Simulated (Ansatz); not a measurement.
Base system: CsPbI3 in the cubic perovskite structure (space group Pm-3m, No. 221).

```
CsPbI3
1.0
    6.33267     0.00000     0.00000
    0.00000     6.33267     0.00000
    0.00000     0.00000     6.33267
Cs Pb I
1 1 3
Cartesian
  0.00000   0.00000   0.00000
  3.16634   3.16634   3.16634
  0.00000   3.16634   3.16634
  3.16634   3.16634   0.00000
  3.16634   0.00000   3.16634
```

Cartesian axes are those of the cell as printed.

Computed with r2SCAN, PAW, 500 eV (Ansatz, a first-principles code; scalar-relativistic without spin-orbit coupling).

Base values:

| Property | Result |
|---|---|
| Band gap | 1.70 eV |

It is then changed as follows: a pure shear with ε_yz = ε_zy = -0.0139; the atoms relax in the strained cell.

What does the calculation give for the stress, band gap and energy relative to the base after the change?

The stress (xx, yy, zz, yz, xz, xy; compression positive) comes out as (0.00, 0.00, 0.00, 0.12, 0.00, 0.00) GPa; the band gap drops by 0.03 eV (1.70 eV → 1.67 eV); the energy grows by 0.5 meV/atom.

Spin-orbit coupling, missing from the scalar runs, can matter with I and Pb. No phonon test of stability was made. Many cubic perovskites are stable only at high temperature; tilts and polar distortions were not tested. This is not the structure that CsPbI3 has at room temperature and ambient pressure.
